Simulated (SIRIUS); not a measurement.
ZrC in SIRIUS: the effect of dispersion

Crystal: ZrC.

```
CELL_PARAMETERS angstrom
0.00000 2.36500 2.36500
2.36500 0.00000 2.36500
2.36500 2.36500 0.00000
ATOMIC_POSITIONS crystal
Zr 0.50000 0.50000 0.50000
C 0.00000 0.00000 0.00000
```

Alike in all runs:

```yaml
Program: SIRIUS 7.12.0
Task: equation of state
Functional: PBE
Potentials_or_basis: all-electron FP-LAPW
Cutoff: 246 eV
Basis: apw+lo standard
k_mesh: 10 × 10 × 10
Occupations: fermi-dirac, width 0.05 eV
Spin: no spin polarisation
```

```tsv
dispersion	V0 of scaled cells (Å³/atom)	B0 (GPa)
none	13.05	222
D3	12.81	232
D3(BJ)	12.76	232
D4	?	?
```

Q: What does the run with dispersion D4 give?

A: V0 of scaled cells 12.86 Å³/atom; B0 228 GPa.
